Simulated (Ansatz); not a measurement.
## Pressure against volume: Bi₂Se₃

```cif
data_structure
_symmetry_space_group_name_H-M 'P 1'
_symmetry_Int_Tables_number 1
_cell_length_a 9.8405
_cell_length_b 9.8405
_cell_length_c 9.8405
_cell_angle_alpha 24.304
_cell_angle_beta 24.304
_cell_angle_gamma 24.304
_cell_volume 141.89
loop_
_atom_site_label
_atom_site_type_symbol
_atom_site_fract_x
_atom_site_fract_y
_atom_site_fract_z
_atom_site_occupancy
Bi1 Bi 0.40080 0.40080 0.40080 1
Bi2 Bi 0.59920 0.59920 0.59920 1
Se1 Se 0.00000 0.00000 0.00000 1
Se2 Se 0.21170 0.21170 0.21170 1
Se3 Se 0.78830 0.78830 0.78830 1
```

The runs use the primitive cell with vectors (2.071, 1.196, 9.545), (-2.071, 1.196, 9.545), (0.000, -2.392, 9.545) Å, to which the k mesh refers.

The cell is COD entry 9011965, as deposited and not checked against the literature; nothing was relaxed.

No spin–orbit coupling, which matters for the heavy atoms here.

Levels of theory: DFT, PBE, all-electron LAPW, scalar-relativistic (Ansatz 0.2.0); DFT, PBE, PAW with Ansatz's default frozen-core files, scalar-relativistic (Ansatz 0.2.0).

For LAPW: a Γ-centred 6×6×6 k mesh, Fermi–Dirac smearing of 0.03 eV, basis error target 0.5 meV/atom, no spin polarisation. PAW takes a cutoff of 420 eV at this cell. The Ansatz runs share mesh, smearing and spin set-up. Plane-wave (PAW) pressures include the program's estimate of the Pulay term.

The cell above is scaled evenly, with fractional coordinates and shape held.

```
V/V(cell)  V (Å³/atom)  P, LAPW (GPa)  P, PAW (GPa)  gap on the k mesh, LAPW (eV)  free energy over the lowest listed, PAW (meV/atom)
   0.9400       26.675           7.32          7.30                          0.17                                                59.8
   0.9600       27.243           5.55          5.54                          0.19                                                37.1
   0.9800       27.810           3.96          3.95                          0.20                                                20.4
   0.9900       28.094              ?             ?                             ?                                                   ?
   1.0000       28.378           2.53          2.52                          0.22                                                 8.9
   1.0100       28.662           1.87          1.87                          0.23                                                 5.1
   1.0200       28.946           1.25          1.24                          0.24                                                 2.3
   1.0400       29.513           0.09          0.08                          0.25                                                 0.0
   1.0600       30.081          -0.95         -0.96                          0.26                                                 1.6
```

Task: Fill in the row V/V(cell) = 0.9900.

Result: P, LAPW (GPa) = 3.23, P, PAW (GPa) = 3.22, gap on the k mesh, LAPW (eV) = 0.21, free energy over the lowest listed, PAW (meV/atom) = 14.0.

Task: What do Birch–Murnaghan fits to the pressures give?

Result: LAPW: V0 = 29.56 Å³/atom, B0 = 57 GPa, B0′ = 4.4; PAW: V0 = 29.56 Å³/atom, B0 = 57 GPa, B0′ = 4.4.

PAW's V0 lies -0.01 % from the all-electron value and its B0 0.0 %. With shape and internal coordinates held, B0 is an upper bound to the relaxed modulus.
